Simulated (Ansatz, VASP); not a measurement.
# Si5Ge in VASP and in Ansatz

```xyz
12
Lattice="3.8983 0.0000 0.0000 -1.9492 3.3761 0.0000 0.0000 0.0000 19.0757" Properties=species:S:1:pos:R:3 pbc="T T T"
Si    0.0000    2.2507    5.5680
Si    1.9492    1.1254    6.3401
Si    0.0000    0.0000    2.4298
Si    0.0000    2.2507    3.2009
Si    0.0000    2.2507   18.2364
Si    1.9492    1.1254   15.1058
Si    0.0000    2.2507   15.8779
Si    0.0000    0.0000   11.9677
Si    1.9492    1.1254   12.7388
Si    1.9492    1.1254    8.6985
Ge    0.0000    0.0000   -0.0082
Ge    0.0000    0.0000    9.5297
```

Alike in both runs: functional PBE; k mesh 5 × 5 × 1; occupations gaussian, width 0.2 eV; no spin polarisation.

Ansatz relaxed the structure, and its values are those at the end. VASP's run is a single point on that final structure, the one shown.

|  | VASP | Ansatz |
| --- | --- | --- |
| version | VASP 6.6.1 | Ansatz 0.2.0 |
| potentials or method | VASP PAW PBE potentials, release 64 (Si, Ge_d) | scalar-relativistic, plane waves, PAW |
| plane-wave cutoff (eV) | 520 | 420 |
| valence electrons in the cell | 68 | 68 |

```csv
,VASP,Ansatz,Ansatz less VASP
gap on the k mesh at the Fermi level (eV),0.60,0.60,-0.003
least direct gap on the mesh (eV),1.01,1.01,-0.005
pressure (GPa),-0.1,0.0,+0.08
rms of the force components (eV/Å),0.005,0.004,-0.0004
```

Caveats: an odd mesh through Γ misses points on the zone boundary, where band edges often lie. As with any semilocal functional, this PBE gap is likely too small.
